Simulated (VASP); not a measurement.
# AlCo (Pm-3m) in VASP: a series of runs, part 2 of 2

VASP 6.6.1.

## (3) Equation of state, PBE+D3(BJ), collinear spin, ferromagnetic start, 10.76 Å³/atom (a relaxed cell with its volume scaled by 0.96)

File INCAR:

```
ALGO = Fast ; EDIFF = 1E-7
ENCUT = 520 ; GGA = PE
ISIF = 2 ; ISMEAR = -1
ISPIN = 2 ; IVDW = 12
LASPH = T ; LCHARG = F
LMAXMIX = 4 ; LORBIT = 11
LREAL = F ; LWAVE = F
MAGMOM = 2 0 ; NELM = 100
PREC = Accurate ; SIGMA = 0.05
```

File KPOINTS:

```
k-points
0
Gamma
  8 8 8
```

File POSCAR:

```
AlCo                                    
1.0
    2.7812984956      0.0000000000      0.0000000000
    0.0000000000      2.7812984956      0.0000000000
    0.0000000000      0.0000000000      2.7812984956
  Co              Al            
     1     1
Direct
     0.5000000000000000    0.5000000000000000    0.5000000000000000
     0.0000000000000000    0.0000000000000000    0.0000000000000000
```

Potentials or basis: VASP PAW PBE potentials, release 64 (Co, Al).

Command:

```sh
> cat potpaw_PBE.64/Co/POTCAR potpaw_PBE.64/Al/POTCAR > POTCAR
> mpirun -np 1 vasp_std > vasp.out
```

OUTCAR:

```text
EDIFF = 1E-7
   ENCUT = 520
   GGA = PE
   ISIF = 2
   ISMEAR = -1
   ISPIN = 2
   IVDW = 12
   LASPH = T
   LORBIT = 11
   LREAL = F
   NELM = 100
   PREC = Accurate
 IVDW          = 12

 ion  position               nearest neighbor table
   1  0.500  0.500  0.500-   2 2.41   2 2.41   2 2.41   2 2.41   2 2.41   2 2.41   2 2.41   2 2.41

   2  0.000  0.000  0.000-   1 2.41   1 2.41   1 2.41   1 2.41   1 2.41   1 2.41   1 2.41   1 2.41

  LATTYP: Found a simple cubic cell.
 ALAT       =     2.7812984956

  Lattice vectors:

 A1 = (   2.7812984956,   0.0000000000,   0.0000000000)
 A2 = (   0.0000000000,   2.7812984956,   0.0000000000)
 A3 = (   0.0000000000,   0.0000000000,   2.7812984956)

Analysis of symmetry for initial positions (statically):
=====================================================================
 Subroutine PRICEL returns:
 Original cell was already a primitive cell.

 Routine SETGRP: Setting up the symmetry group for a
[... 862 lines left out ...]
      6      10.4545      1.00000
      7      11.6350      0.27424
      8      15.2745      0.00000
      9      16.1330      0.00000
     10      22.2389      0.00000
     11      23.4990      0.00000

 [... further k-points ...]

------------------------ aborting loop because EDIFF is reached ----------------------------------------

 Edisp (eV)   -0.93725

 E8    (eV) :    -0.4169

  FORCE on cell =-STRESS in cart. coord.  units (eV):
  Direction    XX          YY          ZZ          XY          YZ          ZX
  --------------------------------------------------------------------------------------
  -------------------------------------------------------------------------------------
  Total       1.14860     1.14860     1.14860     0.00000     0.00000     0.00000
  in kB      85.53346    85.53346    85.53346     0.00000     0.00000     0.00000
  external pressure =       85.53 kB  Pullay stress =        0.00 kB

 VOLUME and BASIS-vectors are now :
 -----------------------------------------------------------------------------
  energy-cutoff  :      520.00
  volume of cell :       21.52
      direct lattice vectors                 reciprocal lattice vectors
     2.781298496  0.000000000  0.000000000     0.359544293  0.000000000  0.000000000
     0.000000000  2.781298496  0.000000000     0.000000000  0.359544293  0.000000000
     0.000000000  0.000000000  2.781298496     0.000000000  0.000000000  0.359544293

 POSITION                                       TOTAL-FORCE (eV/Angst)
 -----------------------------------------------------------------------------------
      1.39065      1.39065      1.39065         0.000000      0.000000      0.000000
      0.00000      0.00000      0.00000         0.000000      0.000000      0.000000
 -----------------------------------------------------------------------------------
    total drift:                                0.000000     -0.000000     -0.000000

  FREE ENERGIE OF THE ION-ELECTRON SYSTEM (eV)
  ---------------------------------------------------
  free  energy   TOTEN  =       -12.8466078460 eV

  energy  without entropy=      -12.8394445412  energy(sigma->0) =      -12.84302619

 total charge

# of ion       s       p       d       tot
------------------------------------------
    1        0.463   0.573   7.562   8.598
    2        0.405   0.463   0.000   0.868
--------------------------------------------------
tot          0.868   1.036   7.562   9.466

 magnetization (x)

# of ion       s       p       d       tot
------------------------------------------
    1        0.000  -0.000   0.000   0.000
    2       -0.000  -0.000   0.000  -0.000
--------------------------------------------------
tot         -0.000  -0.000   0.000   0.000
```

OSZICAR:

```text
N       E                     dE             d eps       ncg     rms          rms(c)
DAV:   1     0.373775135405E+02    0.37378E+02   -0.53297E+03  1556   0.116E+03
DAV:   2    -0.117299730389E+02   -0.49107E+02   -0.45947E+02  1561   0.187E+02
DAV:   3    -0.131246603947E+02   -0.13947E+01   -0.13806E+01  1865   0.390E+01
DAV:   4    -0.131475369476E+02   -0.22877E-01   -0.22866E-01  1756   0.464E+00
DAV:   5    -0.131483296159E+02   -0.79267E-03   -0.79264E-03  1825   0.916E-01    0.144E+01
RMM:   6    -0.154295384578E+02   -0.22812E+01   -0.18661E+01  1742   0.637E+01    0.162E+01
RMM:   7    -0.119240782733E+02    0.35055E+01   -0.60579E+00  1573   0.368E+01    0.297E+00
RMM:   8    -0.119184439365E+02    0.56343E-02   -0.50922E-02  1686   0.186E+00    0.126E+00
RMM:   9    -0.119135836580E+02    0.48603E-02   -0.18655E-02  1667   0.139E+00    0.800E-01
RMM:  10    -0.119099467434E+02    0.36369E-02   -0.56664E-03  1752   0.961E-01    0.267E-01
RMM:  11    -0.119093530640E+02    0.59368E-03   -0.16260E-03  1879   0.387E-01    0.134E-01
RMM:  12    -0.119093568460E+02   -0.37819E-05   -0.50080E-04  1990   0.186E-01    0.756E-02
RMM:  13    -0.119093700194E+02   -0.13173E-04   -0.95718E-05  2107   0.858E-02    0.340E-02
RMM:  14    -0.119093611438E+02    0.88756E-05   -0.18424E-05  1765   0.482E-02    0.153E-02
RMM:  15    -0.119093624969E+02   -0.13531E-05   -0.71465E-06  1931   0.205E-02    0.143E-02
RMM:  16    -0.119093621287E+02    0.36813E-06   -0.18151E-06  1834   0.133E-02    0.609E-03
RMM:  17    -0.119093621508E+02   -0.22051E-07   -0.60768E-07  1522   0.599E-03
   1 F= -.12846608E+02 E0= -.12843026E+02  d E =-.716330E-02  mag=     0.0000
```

stdout:

```text
POSCAR found type information on POSCAR CoAl
 POSCAR found :  2 types and       2 ions
 scaLAPACK will be used
 LDA part: xc-table for (Slater+PW92), standard interpolation
 POSCAR, INCAR and KPOINTS ok, starting setup
 FFT: planning ... GRIDC
 FFT: planning ... GRID_SOFT
 FFT: planning ... GRID
 WAVECAR not read
 entering main loop
```

It took 21 s on 1 thread of Intel Xeon Platinum 8259CL at 2.50GHz (Skylake/Cascade Lake), shared host; peak memory 0.16 GiB.

What came out:

| Item | Value |
| --- | --- |
| Free energy | -12.8466 eV |
| Pressure | 8.6 GPa |
| Band gap on the k mesh | none (metal or under the smearing width) |
| Net moment | 0.00 μB per cell |
| Valence electrons inside the program's atomic spheres | Co 8.60; Al 0.87 |
| Dispersion energy per atom | -0.469 eV |

Caveat: the starting moments collapsed, and a magnetic state may lie lower; pairwise dispersion overbinds metals, which lowers pressure and volume.

## (4) Equation of state, PBE+D3(BJ), collinear spin, ferromagnetic start, 10.98 Å³/atom (a relaxed cell with its volume scaled by 0.98)

INCAR is that of step 3.

KPOINTS is that of step 3.

File POSCAR:

```
AlCo                                    
1.0
    2.8004804707      0.0000000000      0.0000000000
    0.0000000000      2.8004804707      0.0000000000
    0.0000000000      0.0000000000      2.8004804707
  Co              Al            
     1     1
Direct
     0.5000000000000000    0.5000000000000000    0.5000000000000000
     0.0000000000000000    0.0000000000000000    0.0000000000000000
```

Command:

```sh
> cat potpaw_PBE.64/Co/POTCAR potpaw_PBE.64/Al/POTCAR > POTCAR
> mpirun -np 1 vasp_std > vasp.out
```

Wall time 20 s (1 thread of Intel Xeon Platinum 8259CL at 2.50GHz (Skylake/Cascade Lake), shared host); peak memory 0.16 GiB.

Results (log left out):

```
Free energy                                           : -12.8642 eV
Pressure                                              : 4.0 GPa
Band gap on the k mesh                                : none (metal or under the smearing width)
Net moment                                            : 0.00 μB per cell
Valence electrons inside the program's atomic spheres : Co 8.55; Al 0.85
Dispersion energy per atom                            : -0.459 eV
```

Caveat: the starting moments collapsed, and a magnetic state may lie lower; pairwise dispersion overbinds metals, which lowers pressure and volume.

## (5) Equation of state, PBE+D3(BJ), collinear spin, ferromagnetic start, 11.21 Å³/atom

INCAR is that of step 4.

KPOINTS is that of step 4.

File POSCAR:

```
AlCo                                    
1.0
    2.8194032100      0.0000000000      0.0000000000
    0.0000000000      2.8194032100      0.0000000000
    0.0000000000      0.0000000000      2.8194032100
  Co              Al            
     1     1
Direct
     0.5000000000000000    0.5000000000000000    0.5000000000000000
     0.0000000000000000    0.0000000000000000    0.0000000000000000
```

Command:

```sh
> cat potpaw_PBE.64/Co/POTCAR potpaw_PBE.64/Al/POTCAR > POTCAR
> mpirun -np 1 vasp_std > vasp.out
```

Wall time 21 s (1 thread of Intel Xeon Platinum 8259CL at 2.50GHz (Skylake/Cascade Lake), shared host); peak memory 0.16 GiB.

The run converged. Its results:

```yaml
Free_energy: -12.8697 eV
Pressure: -0.1 GPa
Band_gap_on_the_k_mesh: none (metal or under the smearing width)
Net_moment: 0.00 μB per cell
Valence_electrons_inside_the_program's_atomic_spheres: Co 8.51; Al 0.84
Dispersion_energy_per_atom: -0.449 eV
```

Caveat: the starting moments collapsed, and a magnetic state may lie lower; pairwise dispersion overbinds metals, which lowers pressure and volume.

## (6) Equation of state, PBE+D3(BJ), collinear spin, ferromagnetic start, 11.43 Å³/atom (a relaxed cell with its volume scaled by 1.02)

INCAR is that of step 5.

KPOINTS is that of step 5.

File POSCAR:

```
AlCo                                    
1.0
    2.8380752986      0.0000000000      0.0000000000
    0.0000000000      2.8380752986      0.0000000000
    0.0000000000      0.0000000000      2.8380752986
  Co              Al            
     1     1
Direct
     0.5000000000000000    0.5000000000000000    0.5000000000000000
     0.0000000000000000    0.0000000000000000    0.0000000000000000
```

Potentials or basis: VASP PAW PBE potentials, release 64 (Co, Al).

Command:

```sh
> cat potpaw_PBE.64/Co/POTCAR potpaw_PBE.64/Al/POTCAR > POTCAR
> mpirun -np 1 vasp_std > vasp.out
```

Run time: 22 s. Hardware: 1 thread of Intel Xeon Platinum 8259CL at 2.50GHz (Skylake/Cascade Lake), shared host; peak memory 0.16 GiB.

The run converged. Its results:

```yaml
Free_energy: -12.8643 eV
Pressure: -3.7 GPa
Band_gap_on_the_k_mesh: none (metal or under the smearing width)
Net_moment: 0.00 μB per cell
Valence_electrons_inside_the_program's_atomic_spheres: Co 8.47; Al 0.83
Dispersion_energy_per_atom: -0.440 eV
```

Caveat: the starting moments collapsed, and a magnetic state may lie lower; pairwise dispersion overbinds metals, which lowers pressure and volume.

## (7) Equation of state, PBE+D3(BJ), collinear spin, ferromagnetic start, 11.65 Å³/atom (a relaxed cell with its volume scaled by 1.04)

INCAR is that of step 6.

KPOINTS is that of step 6.

File POSCAR:

```
AlCo                                    
1.0
    2.8565048754      0.0000000000      0.0000000000
    0.0000000000      2.8565048754      0.0000000000
    0.0000000000      0.0000000000      2.8565048754
  Co              Al            
     1     1
Direct
     0.5000000000000000    0.5000000000000000    0.5000000000000000
     0.0000000000000000    0.0000000000000000    0.0000000000000000
```

Command:

```sh
> cat potpaw_PBE.64/Co/POTCAR potpaw_PBE.64/Al/POTCAR > POTCAR
> mpirun -np 1 vasp_std > vasp.out
```

Wall time 24 s (1 thread of Intel Xeon Platinum 8259CL at 2.50GHz (Skylake/Cascade Lake), shared host); peak memory 0.16 GiB.

Results (log left out):

```yaml
Free_energy: -12.8493 eV
Pressure: -7.0 GPa
Band_gap_on_the_k_mesh: none (metal or under the smearing width)
Net_moment: 0.00 μB per cell
Valence_electrons_inside_the_program's_atomic_spheres: Co 8.44; Al 0.82
Dispersion_energy_per_atom: -0.431 eV
```

Caveat: the starting moments collapsed, and a magnetic state may lie lower; pairwise dispersion overbinds metals, which lowers pressure and volume.

## (8) Equation of state, PBE+D3(BJ), collinear spin, ferromagnetic start

No new run: the results of the series are fitted here.

Results:

| Quantity | Value |
| --- | --- |
| Equilibrium volume | 11.20 Å³/atom |
| Bulk modulus | 194 GPa |
| Pressure derivative of the bulk modulus | 4.3 (rough: it moves with the points fitted) |

Energy against volume, from the lowest point:
```csv
volume (Å³/atom),energy (meV/atom)
10.758,11.53
10.982,2.75
11.206,0.00
11.430,2.66
11.654,10.20
```

## (9) The reference run

An earlier run on the cell as given: functional PBE; potentials or basis VASP PAW PBE potentials, release 64 (Co, Al); cutoff 520 eV; k mesh 9 × 9 × 9; occupations fermi-dirac, width 0.05 eV; collinear spin, ferromagnetic start; starting moments [2.0, 0.0] μB.

- Pressure: 6.5 GPa
- Band gap on the k mesh: none (metal or under the smearing width)
- Net moment: 0.00 μB per cell
- Valence electrons inside the program's atomic spheres: Co 8.51; Al 0.84
